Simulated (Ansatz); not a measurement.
SiGe: energy along a strain

SiGe, P6_3mc, a = 3.901 Å, c = 6.443 Å. The structure is a Materials Project entry; whether it is the stable form wasn't checked. Ansatz: PBEsol, PAW, 420 eV, Γ-centred 12×12×6 mesh on 4 atoms, Gaussian smearing 0.03 eV; no spin polarisation. Cell vectors (Å): 3.901 0.000 0.000; -1.950 3.378 0.000; 0.000 0.000 6.443. The cell is strained by x per cent times the pattern (0 0 1 0 0 0) in the order xx yy zz yz xz xy (engineering shears), with fractional coordinates held. y is the free energy over the start, V0 = 21.225 Å³/atom. Points with a strain past 8.5 % were computed too (5) and aren't used here.

| x (%) | y (meV/atom) |
| --- | --- |
| -7.50 | 104.05 |
| -3.75 | ? |
| 0.00 | 0.00 |
| 3.75 | 18.09 |
| 7.50 | 64.72 |

Problem. Fit y = c2 x² + c3 x³ to the other rows, get the stiffness along the pattern, and predict the missing energy.

Solution. Least squares on the rows shown. y = 1.4990 x² − 0.046691 x³. The clamped-ion stiffness p·C·p = 2 × 14.99 eV × 160.2 / 21.225 Å³ = 226 GPa, which is C33 in these axes. At x = -3.75 the fit asked for gives 23.54 meV/atom. The run gave 23.08 meV/atom, so the fit is 0.46 meV/atom too high, within twice the rms miss on the fitted rows (0.31 meV/atom). Note that the gap is open there and closed in the run one row up.